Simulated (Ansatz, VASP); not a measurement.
## One calculation of Be3Se2, two programs

```xyz
5
Lattice="7.4562 0.0000 0.0000 -3.7281 6.4572 0.0000 0.0000 0.0000 2.9213" Properties=species:S:1:pos:R:3 pbc="T T T"
Be    3.7281    0.0000    0.0000
Be   -1.8640    3.2286    0.0000
Be    1.8640    3.2286    0.0000
Se    0.0000    4.3048    0.0000
Se    3.7281    2.1524    0.0000
```

Alike in both runs: task relaxation of cell and atoms; functional PBE; k mesh 6 × 6 × 12; occupations gaussian, width 0.1 eV; no spin polarisation.

|  | VASP | Ansatz |
| --- | --- | --- |
| version | VASP 6.6.1 | Ansatz 0.2.0 |
| potentials or method | VASP PAW PBE potentials, release 64 (Be, Se) | scalar-relativistic, plane waves, PAW |
| plane-wave cutoff (eV) | 600 | 420 |
| valence electrons in the cell | 18 | 38 |

Ansatz gave:

```
gap on the k mesh at the Fermi level, each at its own relaxed structure (eV) : none
relaxed volume (Å³/atom)                                                     : 32.11
relaxed cell length with the largest relative difference (Å)                 : 7.195
energy change over the relaxation (meV/atom)                                 : -155
```

Problem. What did VASP give for the same quantities?

Solution. gap on the k mesh at the Fermi level, each at its own relaxed structure (eV): none; relaxed volume (Å³/atom): 32.16; relaxed cell length with the largest relative difference (Å): 7.201; energy change over the relaxation (meV/atom): -154.

A gap of «none» marks a metal or a gap that the smearing closes. The two sets of potentials don't hold the same shells in valence.

Caveats: this functional lacks dispersion, which binds the layers, so the pressure and a relaxed spacing across them are unreliable.
